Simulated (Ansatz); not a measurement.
**Random alloy of the monolayer 2H WS2-WSe2 line, x = 0.38 (75 atoms): geometry optimisation**

How does random alloy of the monolayer 2H WS2-WSe2 line, x = 0.38 (75 atoms) relax, and what do bonds, charges and levels look like afterwards?

Method: Kohn-Sham DFT, PBE, PAW (set soft_2, large core), plane waves, in Ansatz 0.2.0.

### Step 1. Starting point

The cell holds 75 atoms: 25 W, 19 Se and 31 S. Its edges and angles: a = 16.163 Å, b = 16.163 Å, c = 18.500 Å, α = 90.0°, β = 90.0°, γ = 120.0°. It derives from WS2 (monolayer 2H WS2-WSe2) and WSe2, repeated 5×5×1. Monolayer 2H WS2-WSe2: 75 atoms, 19 of 50 S sites given to Se at random, cell and internal coordinates interpolated linearly between the end members (Vegard's rule); not relaxed, displaced by a Gaussian of 0.02 Å. Lattice constants are starting values near those of PBE. Vacuum lies along c.

What the set-up can't give: The host structure and its lattice constant were typed by rule, without a check against the phase diagram. Only the Γ point is sampled in the main run, in a cell whose shortest periodic width is 14 Å. The levels lack spin–orbit coupling, which is large for the heavy elements here.

### Step 2. Single point at the start

A single point comes first, to see the forces before anything moves.

The input, input.yaml:

```yaml
crystal:
  lattice:
    - [16.1625, 0.0, 0.0]
    - [-8.08125, 13.99714, 0.0]
    - [0.0, 0.0, 18.5]
  atoms:
    - { symbol: W, position: [0.00157, 0.99913, 0.49943] }
    - { symbol: Se, position: [0.13262, 0.0679, 0.58461] }
    - { symbol: Se, position: [0.13495, 0.06558, 0.41325] }
    - { symbol: W, position: [0.00074, 0.20209, 0.49777] }
    - { symbol: Se, position: [0.13266, 0.26612, 0.58832] }
    - { symbol: Se, position: [0.13185, 0.26642, 0.41196] }
    - { symbol: W, position: [0.00047, 0.40083, 0.49881] }
    - { symbol: S, position: [0.13539, 0.46795, 0.58764] }
    - { symbol: S, position: [0.13396, 0.46569, 0.41277] }
    - { symbol: W, position: [0.99865, 0.59962, 0.50057] }
    - { symbol: Se, position: [0.13219, 0.6661, 0.58635] }
    - { symbol: S, position: [0.13181, 0.66571, 0.41289] }
    - { symbol: W, position: [0.99878, 0.80033, 0.50179] }
    - { symbol: S, position: [0.13411, 0.86639, 0.58613] }
    - { symbol: S, position: [0.13362, 0.86908, 0.41296] }
    - { symbol: W, position: [0.19935, 0.00027, 0.50227] }
    - { symbol: S, position: [0.33392, 0.06755, 0.58742] }
    - { symbol: S, position: [0.33208, 0.06503, 0.41253] }
    - { symbol: W, position: [0.20016, 0.20084, 0.50091] }
    - { symbol: Se, position: [0.33469, 0.26707, 0.58805] }
    - { symbol: S, position: [0.33329, 0.26846, 0.41346] }
    - { symbol: W, position: [0.19998, 0.4007, 0.49992] }
    - { symbol: Se, position: [0.33582, 0.46884, 0.58946] }
    - { symbol: Se, position: [0.33057, 0.4646, 0.41236] }
    - { symbol: W, position: [0.20082, 0.60125, 0.50034] }
    - { symbol: Se, position: [0.33061, 0.66623, 0.58799] }
    - { symbol: S, position: [0.33416, 0.66776, 0.41267] }
    - { symbol: W, position: [0.19988, 0.80027, 0.50044] }
    - { symbol: Se, position: [0.33366, 0.86684, 0.58637] }
    - { symbol: S, position: [0.33389, 0.86684, 0.41413] }
    - { symbol: W, position: [0.40162, 0.00026, 0.49959] }
    - { symbol: S, position: [0.53285, 0.06727, 0.58718] }
    - { symbol: Se, position: [0.53294, 0.06673, 0.41224] }
    - { symbol: W, position: [0.40054, 0.19936, 0.50132] }
    - { symbol: S, position: [0.53426, 0.26751, 0.58591] }
    - { symbol: Se, position: [0.53407, 0.26772, 0.41187] }
    - { symbol: W, position: [0.39969, 0.40005, 0.49852] }
    - { symbol: Se, position: [0.53433, 0.46788, 0.58617] }
    - { symbol: Se, position: [0.53283, 0.46479, 0.41286] }
    - { symbol: W, position: [0.3988, 0.6016, 0.50044] }
    - { symbol: S, position: [0.53275, 0.66556, 0.58847] }
    - { symbol: S, position: [0.53444, 0.66401, 0.41424] }
    - { symbol: W, position: [0.40226, 0.80048, 0.4987] }
    - { symbol: S, position: [0.53427, 0.86641, 0.58644] }
    - { symbol: S, position: [0.5322, 0.86745, 0.41376] }
    - { symbol: W, position: [0.5996, 0.00074, 0.49876] }
    - { symbol: Se, position: [0.73436, 0.06673, 0.58689] }
    - { symbol: S, position: [0.73383, 0.06791, 0.41372] }
    - { symbol: W, position: [0.60075, 0.2002, 0.50008] }
    - { symbol: S, position: [0.73426, 0.267, 0.58783] }
    - { symbol: Se, position: [0.73121, 0.26319, 0.41403] }
    - { symbol: W, position: [0.60302, 0.40063, 0.49989] }
    - { symbol: S, position: [0.73308, 0.4665, 0.58711] }
    - { symbol: S, position: [0.73158, 0.46593, 0.41183] }
    - { symbol: W, position: [0.6001, 0.59958, 0.50054] }
    - { symbol: S, position: [0.73382, 0.66808, 0.58733] }
    - { symbol: S, position: [0.73469, 0.66396, 0.41221] }
    - { symbol: W, position: [0.60292, 0.80361, 0.49973] }
    - { symbol: Se, position: [0.73323, 0.86634, 0.58853] }
    - { symbol: S, position: [0.73346, 0.86764, 0.41256] }
    - { symbol: W, position: [0.79865, 0.00045, 0.50054] }
    - { symbol: Se, position: [0.93485, 0.06651, 0.58643] }
    - { symbol: S, position: [0.9342, 0.06701, 0.41321] }
    - { symbol: W, position: [0.80074, 0.20166, 0.5004] }
    - { symbol: S, position: [0.93648, 0.26825, 0.58781] }
    - { symbol: S, position: [0.93175, 0.26753, 0.41336] }
    - { symbol: W, position: [0.80175, 0.40149, 0.49957] }
    - { symbol: Se, position: [0.93395, 0.46586, 0.58921] }
    - { symbol: S, position: [0.93043, 0.46415, 0.41112] }
    - { symbol: W, position: [0.7981, 0.5984, 0.50211] }
    - { symbol: S, position: [0.93197, 0.66475, 0.5883] }
    - { symbol: S, position: [0.93172, 0.6649, 0.41385] }
    - { symbol: W, position: [0.80046, 0.79938, 0.50152] }
    - { symbol: S, position: [0.93465, 0.86898, 0.58764] }
    - { symbol: S, position: [0.93534, 0.86682, 0.41159] }
kpoints:
  mp_grid: { grid: [1, 1, 1] }
hamiltonian:
  xc: pbe
  pseudopotentials: { kind: paw, core: large }
scf:
  occupations: { method: fermi_dirac, width: 0.025 }
output:
  forces: true
```

Run with:

```
> ansatz run input.yaml --threads 6 --pin off --max-ram 102400MiB --backend cuda --events-out ev --progress --plain --runs-dir out
```

Numbers of over 12 decimals in the logs are rounded to 6 here.

The program printed:

```text
Engine: ansatz 0.2.0, x86_64-unknown-linux-gnu
Pseudopotentials: kind: paw
Pseudopotential: W, paw, valence charge 14, recommended cutoff 420 eV (normal), W.paw.azcp
Pseudopotential: Se, paw, valence charge 6, recommended cutoff 420 eV (normal), Se.paw.azcp#standard-large-core
Pseudopotential: S, paw, valence charge 6, recommended cutoff 420 eV (normal), S.paw.azcp
[... 5 lines on functional and potentials left out ...]
device memory: the entry about to start is reckoned to put 7.0 GiB on a device that reports 64.4 GiB free
GPU FFT provider: cuFFT
GPU libraries: cuBLAS 13.8.2, cuFFT 12.4.0, cuSOLVER 12.3.4
Crystal: 75 atoms, lattice volume = 4185.232 Å³
Basis set: ecut = 420 eV, 81805 PW (Γ), exchange–correlation on 240×240×250 points (8 copies of the dense FFT grid, shifted against one another)
Bands: 400, of which v1, the nominal top of the filled ones, is band 325 counted from 1 (324 counted from 0)
Symmetry: 1 space group operations
Space group: P1 (ITA 1), of the structure as read, at distance tolerance 1.6e-4 Å
k-points: 1
[... 7 lines on functional and potentials left out ...]
Initial density: superposition of atomic densities (neutral atoms: chi_scale 0, normalization atom)
Initial wavefunctions: pseudopotential atomic-orbital guess
GPU buffer pool allocated for 1800000 grid points (all kernels)
GPU transforms: local potential and band sums: pruned to the plane-wave sphere, on 120×120×125
Functional: x = pbe(κ = 0.804, μ = 0.219515), c = pbe(β = 0.066725)
SCF iter   1: F=—  HF=-336630.490445 eV  |F-HF|=—  |Δ(HF+E_count)|=         —  Δρ=2.49e-2  dr2=3.04e1  ethr=3.10e-3  ⟨swp⟩=9.0  Hψ=1900  notcnv=0  defer=1
preconditioner: auto → Resta (q_TF=auto, 2.000 Å⁻¹)  ε∞=3.1  [insulator: Δε(μ)=2.015 eV  Ē_g=8.365 eV  σ=0.025 eV  W_gap=1.00  n_scr=562 (ndim 8)  ℏωp=12.2 eV  f_vac=0.619  D(μ)=0.00/eV (n_scr^D=0)  ε∞_Penn≈3.1  vacuum switching on, ρ_ref=5.1e-3 e/Å³]
SCF iter   2: F=—  HF=-336622.960736 eV  |F-HF|=—  |Δ(HF+E_count)|=    7.53e0  Δρ=1.15e-2  dr2=9.66e0  ethr=3.10e-3  ⟨swp⟩=3.0  Hψ=671  notcnv=0  defer=57
SCF iter   3: F=—  HF=-336622.149620 eV  |F-HF|=—  |Δ(HF+E_count)|=   8.11e-1  Δρ=7.80e-3  dr2=5.39e0  ethr=1.49e-3  ⟨swp⟩=4.0  Hψ=999  notcnv=0  defer=34
automatic band count: iteration 3 solves 377 bands in place of 400: the levels show a gap, and the empty bands left out lie too high to hold charge; the band table lists the bands solved (type scf.n_extra_bands for more)
SCF iter   4: F=—  HF=-336621.551485 eV  |F-HF|=—  |Δ(HF+E_count)|=   5.98e-1  Δρ=2.98e-3  dr2=1.22e0  ethr=8.30e-4  ⟨swp⟩=4.0  Hψ=1045  notcnv=0  defer=35
SCF iter   5: F=—  HF=-336621.418611 eV  |F-HF|=—  |Δ(HF+E_count)|=   1.33e-1  Δρ=1.30e-3  dr2=1.01e-1  ethr=1.88e-4  ⟨swp⟩=7.0  Hψ=692  notcnv=0  defer=37
SCF iter   6: F=—  HF=-336621.416512 eV  |F-HF|=—  |Δ(HF+E_count)|=   2.10e-3  Δρ=5.11e-4  dr2=3.05e-2  ethr=1.56e-5  ⟨swp⟩=4.0  Hψ=682  notcnv=0  defer=34
SCF iter   7: F=—  HF=-336621.416603 eV  |F-HF|=—  |Δ(HF+E_count)|=   9.10e-5  Δρ=2.40e-4  dr2=5.88e-3  ethr=4.69e-6  ⟨swp⟩=2.0  Hψ=499  notcnv=0  defer=34
SCF iter   8: F=—  HF=-336621.418661 eV  |F-HF|=—  |Δ(HF+E_count)|=   2.06e-3  Δρ=1.17e-4  dr2=1.08e-3  ethr=9.05e-7  ⟨swp⟩=3.0  Hψ=482  notcnv=0  defer=34
SCF iter   9: F=—  HF=-336621.415421 eV  |F-HF|=—  |Δ(HF+E_count)|=   3.24e-3  Δρ=5.93e-5  dr2=6.24e-4  ethr=1.67e-7  ⟨swp⟩=3.0  Hψ=583  notcnv=0  defer=34
SCF iter  10: F=—  HF=-336621.415417 eV  |F-HF|=—  |Δ(HF+E_count)|=   4.30e-6  Δρ=2.85e-5  dr2=1.14e-4  ethr=9.59e-8  ⟨swp⟩=3.0  Hψ=494  notcnv=0  defer=34
SCF iter  11: F=—  HF=-336621.415373 eV  |F-HF|=—  |Δ(HF+E_count)|=   4.41e-5  Δρ=1.14e-5  dr2=1.05e-5  ethr=1.75e-8  ⟨swp⟩=3.0  Hψ=605  notcnv=0  defer=34
SCF iter  12: F=—  HF=-336621.414489 eV  |F-HF|=—  |Δ(HF+E_count)|=   8.84e-4  Δρ=6.53e-6  dr2=3.68e-6  ethr=1.62e-9  ⟨swp⟩=2.0  Hψ=601  notcnv=0  defer=34
SCF iter  13: F=—  HF=-336621.414489 eV  |F-HF|=—  |Δ(HF+E_count)|=   2.60e-7  Δρ=4.00e-6  dr2=1.88e-6  ethr=5.66e-10  ⟨swp⟩=3.0  Hψ=501  notcnv=0  defer=34
SCF iter  14: F=—  HF=-336621.414489 eV  |F-HF|=—  |Δ(HF+E_count)|=   1.26e-7  Δρ=1.62e-6  dr2=3.01e-7  ethr=2.89e-10  ⟨swp⟩=3.0  Hψ=514  notcnv=0  defer=34
SCF iter  15: F=-336621.414489 eV  HF=-336621.414489 eV  |F-HF|=7.57e-10  |Δ(HF+E_count)|=   1.71e-8  Δρ=7.96e-7  dr2=4.19e-8  ethr=1.54e-11  ⟨swp⟩=5.0  Hψ=1325  notcnv=0
SCF 1 converged in 15 iterations: F = -336621.414489 eV  dr2 = 4.19e-8
  greatest PAW one-centre occupation: 1.000 electrons in one spin orbital (limit 2), on the W atom at site 12 (counted from 0), in its partial waves of l = 0
SCF converged after 15 iterations
Free energy (F): -336621.414489 eV
Harris-Foulkes:  -336621.414489 eV  (|F-HF|=7.57e-10)
Internal energy: -336621.414489 eV  (E = F + TS)
E sigma→0 (E₀):  -336621.414489 eV
Fermi energy:    0.898905 eV
--- Per-component energies (eV) ---
  E_band       = -11799.182836
  E_kinetic    = 16516.134772
  E_local      = -338618.736860  (includes V_loc(G=0)·N_el)
  E_nonlocal   = 1920.881226
  E_hartree    = 161040.679989
  E_xc         = -13317.380198
  E_vxc        = -10251.403415  (∫ρ·V_xc dr)
  E_paw        = -274559.349686  (= ΣΔE_a)
  E_vpaw       = -3447.350536  (= ΣTr[D̂ρ^β])
  E_aug_tail   = -0.001368  (compensation charges beyond the density's cutoff)
  E_ewald      = 110396.357635
  E_smearing   = -0.000000  (= −TS)
  E_closure    = -0.000000  (closes the sum)
  Σ components = -336621.414489   (vs F -336621.414489, Δ=0.00e0)
--- Forces (eV/Å), atoms counted from 1 ---
  atom   1  W     -1.58287901    -1.44618257    -1.32295545
  atom   2  Se     0.17054228    -0.17426272     3.27357523
  atom   3  Se    -0.08763441     0.34254039    -1.96476098
  atom   4  W     -1.65737337    -0.46920165     0.31527110
  atom   5  Se    -0.26413362     0.26818851     1.41965496
  atom   6  Se     0.42542692     0.20753334    -1.83565518
  atom   7  W      0.68604572    -0.35255204    -0.25736109
  atom   8  S     -0.34341708    -0.07174679    -1.11884751
  atom   9  S     -0.28639406     0.35239911     0.89374624
  atom  10  W     -0.64752838    -0.07427859    -1.96859130
  atom  11  Se    -0.03180350     0.13437043     2.11735090
  atom  12  S      0.04389905     0.16252996     0.99459965
  atom  13  W      0.37848472    -0.27727334    -0.76126972
  atom  14  S     -0.27454086    -0.06345381    -0.35278745
[...]
atom  74  S      0.02846904    -0.37108087    -0.76145959
  atom  75  S     -0.26199547    -0.28601213     1.38165506
  max |Σ_I F_I| component: 5.56e-5 eV/Å
```

Run time: 5.8 s. Hardware: 1 × NVIDIA H100 80GB HBM3 with 6 threads of AMD EPYC 7R13 (Zen 3), shared host; peak memory 1.8 GiB; 6 s of CPU time.

That memory is the host's; the program planned up to 7 GiB on the GPU.

The program notes that potentials were chosen by core size.

Numbers from this run:

```
free energy            : -336621.4145 eV
free energy per atom   : -4488.2855 eV/atom
SCF cycles             : 15
r.m.s. force component : 0.9082 eV/Å
longest force          : 3.283 eV/Å
Fermi energy           : 0.8989 eV
```

The r.m.s. force component of 0.91 eV/Å sets the starting point.

Length of the force by element:

```csv
element,coordination,atoms,mean length of the force (eV/Å),spread,least,most
S,all,31,0.980,0.286,0.452,1.46
Se,all,19,1.84,0.477,1.05,3.28
W,all,25,1.71,0.683,0.780,2.91
```

### Step 3. Relaxation

With the cell held, the atoms are moved downhill towards a nearby minimum.

Changes to input.yaml since step 2:

```diff
@@ -16 +16,4 @@
   forces: true
+relax:
+  f_tol: 0.04
+  max_steps: 150
```

The program printed:

```text
[...]
GPU FFT provider: cuFFT
GPU libraries: cuBLAS 13.8.2, cuFFT 12.4.0, cuSOLVER 12.3.4
Crystal: 75 atoms, lattice volume = 4185.232 Å³
Basis set: ecut = 420 eV, 81805 PW (Γ), exchange–correlation on 240×240×250 points (8 copies of the dense FFT grid, shifted against one another)
Bands: 400, of which v1, the nominal top of the filled ones, is band 325 counted from 1 (324 counted from 0)
Symmetry: 1 space group operations
[...]
k-points: 1
[...]
GPU buffer pool allocated for 1800000 grid points (all kernels)
[...]
SCF iter   1: F=—  HF=-336630.490416 eV  |F-HF|=—  |Δ(HF+E_count)|=         —  Δρ=2.49e-2  dr2=3.04e1  ethr=3.10e-3  ⟨swp⟩=9.0  Hψ=1900  notcnv=0  defer=1
[...]
SCF iter  11: F=-336621.414482 eV  HF=-336621.414489 eV  |F-HF|=6.64e-6  |Δ(HF+E_count)|=   6.41e-6  Δρ=1.14e-5  dr2=1.16e-5  ethr=6.15e-9  ⟨swp⟩=3.0  Hψ=1421  notcnv=0
SCF 1 converged in 11 iterations: F = -336621.414482 eV  dr2 = 1.16e-5
[...]
relax step   1: F+E_penalty+E_count = -336621.41448227 eV  Δ(F+E_penalty+E_count) = +0.000e0 eV  max|allowed force component| = 3.273e0 eV/Å  Δτ_max = 0.0000 Å  (11 SCF iters, dr2 threshold 4.00e-5 eV, accepted)
[...]
relax step   2: F+E_penalty+E_count = -336624.31848254 eV  Δ(F+E_penalty+E_count) = -2.904e0 eV  max|allowed force component| = 1.137e0 eV/Å  Δτ_max = 0.1992 Å  (8 SCF iters, dr2 threshold 1.00e-4 eV, accepted)
[...]
relax step   3: F+E_penalty+E_count = -336625.02543260 eV  Δ(F+E_penalty+E_count) = -7.070e-1 eV  max|allowed force component| = 6.617e-2 eV/Å  Δτ_max = 0.1292 Å  (7 SCF iters, dr2 threshold 8.08e-5 eV, accepted)
[...]
relax step   4: F+E_penalty+E_count = -336625.02754184 eV  Δ(F+E_penalty+E_count) = -2.109e-3 eV  max|allowed force component| = 3.521e-3 eV/Å  Δτ_max = 0.0051 Å  (8 SCF iters, accepted)
SCF converged after 8 iterations
Free energy (F): -336625.027542 eV
[...]
Internal energy: -336625.027542 eV  (E = F + TS)
E sigma→0 (E₀):  -336625.027542 eV
Fermi energy:    0.952168 eV
[...]
--- Forces (eV/Å), atoms counted from 1 ---
  atom   1  W     -0.00067444    -0.00156043    -0.00070434
  atom   2  Se    -0.00009915     0.00065250    -0.00005402
  atom   3  Se     0.00009621     0.00297986     0.00148237
  atom   4  W      0.00028610     0.00014135    -0.00087081
  atom   5  Se    -0.00046050     0.00041254     0.00005286
  atom   6  Se    -0.00008537    -0.00043181     0.00097287
  atom   7  W      0.00084740    -0.00093594    -0.00004671
  atom   8  S      0.00251261    -0.00094310     0.00212336
  atom   9  S      0.00005129    -0.00032822    -0.00116226
  atom  10  W      0.00019802    -0.00209766     0.00170416
  atom  11  Se    -0.00027370     0.00110690    -0.00071583
  atom  12  S      0.00092070     0.00007903     0.00051500
  atom  13  W     -0.00221983    -0.00014010    -0.00038429
  atom  14  S      0.00157727     0.00180019     0.00010527
[...]
atom  74  S     -0.00052237     0.00081446     0.00251038
  atom  75  S     -0.00107263    -0.00090128    -0.00033193
  max |Σ_I F_I| component: 1.49e-4 eV/Å
--- Relaxed structure (4 steps of the walk, 4 accepted, 0 SCFs on fresh bases) ---
  F+E_penalty+E_count = -336625.02754184 eV   max|allowed force component| = 3.521e-3 eV/Å
  atoms:
    - { symbol: W, position: [-0.00253577, 0.996881, 0.501079] }
    - { symbol: Se, position: [0.133955, 0.064474, 0.591846] }
    - { symbol: Se, position: [0.131823, 0.064501, 0.408165] }
    - { symbol: W, position: [-0.00276864, 0.199515, 0.500919] }
[...]
- { symbol: S, position: [0.932613, 0.865636, 0.415987] }
```

Run time: 12 s. Hardware: 1 × NVIDIA H100 80GB HBM3 with 6 threads; peak memory 1.8 GiB.

That memory is the host's; the program planned up to 7 GiB on the GPU.

Step by step:

```csv
step,energy less that of the first step (eV),largest force component (eV/Å)
1,0.0000,3.2734
2,-2.9040,1.1371
3,-3.6110,0.0662
4,-3.6131,0.0035
```

The atoms that moved most (Å):

```csv
atom,dx,dy,dz,length
Se51,0.056,0.068,-0.210,0.227
Se36,-0.017,-0.014,-0.186,0.187
Se33,0.023,-0.055,-0.171,0.182
S50,-0.044,0.000,-0.165,0.171
Se11,-0.012,0.011,0.164,0.165
Se62,-0.024,-0.003,0.159,0.161
S35,0.028,-0.020,-0.149,0.153
Se2,0.049,-0.048,0.134,0.151
```

The relaxation changed the energy by -48.2 meV/atom, and atoms moved by 0.098 Å r.m.s., 0.23 Å at most.

### Step 4. Local order after relaxation

Bonds before and after, by the cutoffs listed below:

```csv
pair,bonds before,bonds after,mean before (Å),mean after (Å),spread before (Å),spread after (Å)
S-W,93,93,2.466,2.419,0.025,0.005
W-Se,57,57,2.470,2.548,0.026,0.005
```

Normalised to the volume that the atoms fill. Pair distribution functions g(r), in bins of 0.2 Å:

```csv
r (Å),total,S-S,S-W,S-Se,W-W,W-Se,Se-Se
2.40,2.83,0.00,10.25,0.00,0.00,0.00,0.00
2.60,1.58,0.00,0.00,0.00,0.00,9.35,0.00
2.80,0.00,0.00,0.00,0.00,0.00,0.00,0.00
3.00,0.00,0.00,0.00,0.00,0.00,0.00,0.00
3.20,4.17,7.16,0.00,6.22,11.57,0.00,5.45
3.40,0.11,0.00,0.00,0.00,0.00,0.00,1.73
3.60,0.00,0.00,0.00,0.00,0.00,0.00,0.00
3.80,0.00,0.00,0.00,0.00,0.00,0.00,0.00
4.00,1.19,0.00,3.66,0.00,0.00,1.08,0.00
4.20,0.43,0.00,0.04,0.00,0.00,2.48,0.00
4.40,0.47,2.77,0.00,0.00,0.00,0.00,0.00
4.60,0.66,0.10,0.00,3.06,0.00,0.00,0.00
4.80,0.15,0.00,0.00,0.00,0.00,0.00,2.36
5.00,0.00,0.00,0.00,0.00,0.00,0.00,0.00
5.20,1.97,0.00,4.51,0.00,0.00,4.32,0.00
5.40,0.01,0.00,0.00,0.00,0.00,0.07,0.00
5.60,1.27,1.87,0.00,1.98,3.84,0.00,1.77
5.80,0.01,0.00,0.00,0.03,0.00,0.00,0.00
6.00,0.00,0.00,0.00,0.00,0.00,0.00,0.00
6.20,0.00,0.00,0.00,0.00,0.00,0.00,0.00
6.40,1.19,2.75,0.00,1.88,2.47,0.00,0.87
6.60,0.41,0.17,0.00,1.00,0.41,0.00,1.94
6.80,0.41,0.00,1.34,0.00,0.00,0.20,0.00
7.00,0.72,0.00,1.19,0.00,0.00,2.29,0.00
7.20,0.45,1.19,0.00,1.12,0.00,0.00,0.16
7.40,0.07,0.00,0.00,0.02,0.00,0.00,0.98
7.60,0.41,0.00,1.02,0.00,0.00,0.80,0.00
7.80,0.04,0.00,0.02,0.00,0.00,0.23,0.00
```

Bonds by pair of elements; cutoffs follow the first minimum of g(r), held within bounds set by covalent radii, and pairs that aren't listed don't count as bonded:

```csv
pair A-B,cutoff (Å),bonds,mean length (Å),spread (Å),shortest (Å),B about A,A about B
S-W,3.12,93,2.42,0.005,2.41,3,3.72
W-Se,3.3,57,2.55,0.005,2.54,2.28,3
```

How many atoms have how many bonded neighbours:

```csv
element,mean,3,6
S,3,31,0
Se,3,19,0
W,6,0,25
```

Bond angles, per cent of each kind in bins of 5°:

```csv
angle (°),S-W-Se,S-W-S,W-S-W,W-Se-W,Se-W-Se
75–80,0.6,0.0,0.0,64.9,25.5
80–85,56.0,62.1,97.8,35.1,40.0
85–90,0.0,0.0,2.1,0.0,0.0
90–95,0.0,0.0,0.0,0.0,0.0
95–100,0.0,0.0,0.0,0.0,0.0
100–105,0.0,0.0,0.0,0.0,0.0
105–110,0.0,0.0,0.0,0.0,0.0
110–115,0.0,0.0,0.0,0.0,0.0
115–120,0.0,0.0,0.0,0.0,0.0
120–125,0.0,0.0,0.0,0.0,0.0
125–130,0.0,0.0,0.0,0.0,0.0
130–135,7.4,17.2,0.0,0.0,1.8
135–140,36.0,20.7,0.0,0.0,32.7
```

Bond angles (no mean is given where the spread exceeds 20°):

```csv
angle,count,mean (°),spread (°)
S-W-Se,175,-,-
S-W-S,145,-,-
W-S-W,93,83.4,0.8
W-Se-W,57,79.5,0.7
Se-W-Se,55,-,-
```

With the cutoffs above, all S atoms have 3, all Se atoms have 3 and all W atoms have 6 bonded neighbours.

(Continued in part 2 of 3.)

[Logs are printed without paths, hosts, clocks, repeated set-up lines and the standing remarks that a program may print on its own settings, such as how far it seeks lower states.]

[Hosts, paths, dates, database ids (printed as entryN), source tags and the programs' standing remarks are cut or masked in the printed files.]
